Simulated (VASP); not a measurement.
# MnS (Fm-3m) in VASP: notebook, part 2 of 2

VASP 6.6.1. Earlier steps stand in the parts before.

### 3 Single point, HSE06, collinear spin, antiferromagnetic start

POSCAR

```
MnS
1.0
    0.0000000000      2.6122498900      2.6122498900
    2.6122498900      0.0000000000      2.6122498900
    5.2244997800      5.2244997800      0.0000000000
Mn S
2 2
Direct
    0.0000000000      0.0000000000      0.0000000000
    0.0000000000      0.0000000000      0.5000000000
    0.5000000000      0.5000000000      0.2500000000
    0.5000000000      0.5000000000      0.7500000000
```

INCAR.step1

```
ALGO     = Normal         # electronic algorithm
EDIFF    = 1E-5           # SCF threshold, eV
ENCUT    = 450            # plane-wave cutoff, eV
GGA      = PE             # functional
ISIF     = 2              # what is computed and relaxed
ISMEAR   = 0              # smearing method
ISPIN    = 2              # spin polarisation
LASPH    = True           # aspherical terms in the spheres
LMAXMIX  = 4              # l up to which the mixer works
LORBIT   = 11             # projections on sites
LREAL    = False          # projectors in reciprocal space
LWAVE    = True           # write WAVECAR
MAGMOM   = 4 -4 0 0       # initial moments
NELM     = 150            # most SCF steps
PREC     = Accurate       # precision mode
SIGMA    = 0.05           # smearing width, eV
```

INCAR.step2

```
ALGO     = Normal         # electronic algorithm
EDIFF    = 1E-6           # SCF threshold, eV
ENCUT    = 450            # plane-wave cutoff, eV
GGA      = PE             # functional
HFSCREEN = 0.2            # screening, 1/A
ISIF     = 2              # what is computed and relaxed
ISMEAR   = 0              # smearing method
ISPIN    = 2              # spin polarisation
ISTART   = 1            
LASPH    = True           # aspherical terms in the spheres
LCHARG   = True           # write CHGCAR
LELF     = True           # ELF
LHFCALC  = True           # exact exchange
LMAXMIX  = 4              # l up to which the mixer works
LORBIT   = 11             # projections on sites
LREAL    = False          # projectors in reciprocal space
LVHAR    = True         
LWAVE    = False          # write WAVECAR
MAGMOM   = 4 -4 0 0       # initial moments
NELM     = 150            # most SCF steps
PREC     = Accurate       # precision mode
PRECFOCK = Fast         
SIGMA    = 0.05           # smearing width, eV
```

KPOINTS

```
k-points
0
Gamma
  4 4 3
```

Potentials or basis: VASP PAW PBE potentials, release 64 (Mn_pv, S).

Command:

```
cat potpaw_PBE.64/Mn_pv/POTCAR potpaw_PBE.64/S/POTCAR > POTCAR
cp INCAR.step1 INCAR
mpirun -np 1 vasp_std > vasp.out
cp INCAR.step2 INCAR
mpirun -np 1 vasp_std > vasp.out
```

OUTCAR:

```text
EDIFF = 1E-6
   ENCUT = 450
   GGA = PE
   HFSCREEN = 0.2
   ISIF = 2
   ISMEAR = 0
   ISPIN = 2
   ISTART = 1
   LASPH = True
   LHFCALC = True
   LORBIT = 11
   LREAL = False
   NELM = 150
   PREC = Accurate
   PRECFOCK = Fast

 ion  position               nearest neighbor table
   1  0.000  0.000  0.000-   4 2.61   3 2.61   4 2.61   3 2.61   4 2.61   3 2.61
   2  0.000  0.000  0.500-   3 2.61   3 2.61   4 2.61   3 2.61   4 2.61   4 2.61
   3  0.500  0.500  0.250-   1 2.61   1 2.61   2 2.61   1 2.61   2 2.61   2 2.61
   4  0.500  0.500  0.750-   2 2.61   1 2.61   2 2.61   1 2.61   2 2.61   1 2.61

  LATTYP: Found a trigonal (rhomboedric) cell.
 ALAT       =     6.3986793111
 COS(alpha) =     0.8333333333

  Lattice vectors:

 A1 = (   5.2244997800,   2.6122498900,  -2.6122498900)
 A2 = (   2.6122498900,   2.6122498900,  -5.2244997800)
 A3 = (   2.6122498900,   5.2244997800,  -2.6122498900)

Analysis of symmetry for initial positions (statically):
=====================================================================
 Subroutine PRICEL returns following result:

  LATTYP: Found a face centered cubic cell.
 ALAT       =     5.2244997800
[... 12 lines left out ...]
 Subroutine GETGRP returns: Found 12 space group operations
 (whereof 12 operations were pure point group operations)
 out of a pool of 12 trial point group operations.

The static configuration has the point symmetry D_3d.

Analysis of symmetry for dynamics (positions and initial velocities):
=====================================================================
 Subroutine PRICEL returns following result:

  LATTYP: Found a face centered cubic cell.
 ALAT       =     5.2244997800
[... 12 lines left out ...]
 Subroutine GETGRP returns: Found 12 space group operations
 (whereof 12 operations were pure point group operations)
 out of a pool of 12 trial point group operations.

The dynamic configuration has the point symmetry D_3d.
[... 190 lines left out ...]
  free energy    TOTEN  =       -41.14098218 eV

  energy without entropy =      -41.14098218  energy(sigma->0) =      -41.14098218

 E-fermi :   5.2817     XC(G=0):  -8.7153

 val. band max:        5.0650146488   @ k =   0.0000   0.0000   0.3333
 cond. band min:       8.1814036079   @ k =   0.5000   0.0000   0.0000
 fundamental gap:      3.1163889591
 Fermi energy:         5.2817318807

 spin component 1

 k-point     1 :       0.0000    0.0000    0.0000
  band No.  band energies     occupation
      1     -48.9355      1.00000
      2     -48.9262      1.00000
      3     -48.9261      1.00000
      4     -42.2987      1.00000
      5     -42.2980      1.00000
      6     -42.2979      1.00000
[... 353 lines left out ...]
     22       9.6990      0.00000
     23      10.0990      0.00000
 Fermi energy:         5.2817318807

 spin component 2

 k-point     1 :       0.0000    0.0000    0.0000
  band No.  band energies     occupation
      1     -48.9355      1.00000
      2     -48.9262      1.00000
      3     -48.9261      1.00000
      4     -42.2987      1.00000
      5     -42.2980      1.00000
      6     -42.2979      1.00000
[... 353 lines left out ...]
     22       9.6990      0.00000
     23      10.0990      0.00000

------------------------ aborting loop because EDIFF is reached ----------------------------------------

  FORCE on cell =-STRESS in cart. coord.  units (eV):
  Direction    XX          YY          ZZ          XY          YZ          ZX
  --------------------------------------------------------------------------------------
  -------------------------------------------------------------------------------------
  Total       -0.4812531     -0.4812531     -0.4812531     -0.1213090      0.1213090      0.1213090
  in kB      -10.8138404    -10.8138404    -10.8138404     -2.7258336      2.7258336      2.7258336
  external PRESSURE =     -10.8138404 kB  Pullay stress =       0.0000000 kB

 VOLUME and BASIS-vectors are now :
 -----------------------------------------------------------------------------
  energy-cutoff  :      450.00
  volume of cell :       71.30
      direct lattice vectors                 reciprocal lattice vectors
     0.000000000  2.612249890  2.612249890    -0.191405884  0.191405884  0.191405884
     2.612249890  0.000000000  2.612249890     0.191405884 -0.191405884  0.191405884
     5.224499780  5.224499780  0.000000000     0.095702942  0.095702942 -0.095702942

 POSITION                                       TOTAL-FORCE (eV/Angst)
 -----------------------------------------------------------------------------------
      0.00000      0.00000      0.00000         0.000000      0.000000      0.000000
      2.61225      2.61225      0.00000         0.000000      0.000000     -0.000000
      2.61225      2.61225      2.61225         0.000000      0.000000      0.000000
      5.22450      5.22450      2.61225        -0.000000     -0.000000      0.000000
 -----------------------------------------------------------------------------------
    total drift:                               -0.000000      0.000001      0.000000

  FREE ENERGIE OF THE ION-ELECTRON SYSTEM (eV)
  ---------------------------------------------------
  free  energy   TOTEN  =       -41.1409821832 eV

  energy  without entropy=      -41.1409821832  energy(sigma->0) =      -41.14098218

 total charge

# of ion       s       p       d       tot
------------------------------------------
    1        0.202   6.160   4.898  11.259
    2        0.202   6.160   4.898  11.259
    3        1.312   2.474   0.000   3.786
    4        1.312   2.474   0.000   3.786
--------------------------------------------------
tot          3.028  17.267   9.796  30.091

 magnetization (x)

# of ion       s       p       d       tot
------------------------------------------
    1        0.019   0.014   4.442   4.475
    2       -0.019  -0.014  -4.442  -4.475
    3        0.000   0.000   0.000   0.000
    4        0.000   0.000   0.000   0.000
--------------------------------------------------
tot          0.000   0.000   0.000   0.000
```

Wall time 26 min (1 thread of Intel Xeon Platinum 8488C (Sapphire Rapids), shared host); peak memory 0.34 GiB.

What came out:

```yaml
Free_energy: -41.1410 eV
Pressure: -1.1 GPa
Band_gap_on_the_k_mesh: 3.12 eV
Net_moment: 0.00 μB per cell
Site_moments: Mn +4.47, -4.47; S +0.00 μB
Valence_electrons_inside_the_program's_atomic_spheres: Mn 11.26; S 3.79
```

Levels at points of the mesh, in eV from the valence-band top:
Spin up:
```tsv
k point	band 17	band 18	band 19	band 20	band 21	band 22
(0.00, 0.00, 0.00)	-0.76	-0.76	-0.75	4.09	4.14	4.14
(0.50, 0.00, 0.00)	-2.49	-0.76	-0.46	3.12	3.44	5.01
```
Spin down:
| k point | band 16 | band 17 | band 18 | band 19 | band 20 | band 21 | band 22 | band 23 |
| --- | --- | --- | --- | --- | --- | --- | --- | --- |
| (0.00, 0.00, 0.00) | -0.90 | -0.76 | -0.76 | -0.75 | 4.09 | 4.14 | 4.14 | 4.31 |
| (0.50, 0.00, 0.00) | -2.50 | -2.49 | -0.76 | -0.46 | 3.12 | 3.44 | 5.01 | 5.12 |

Caveat: the k mesh is coarse (spacing up to 0.52 Å⁻¹), so the values aren't converged, least of all with exact exchange; the PAW data sets were made with another functional, which shifts forces and pressure a little; an odd mesh through Γ misses points on the zone boundary, where band edges often lie.
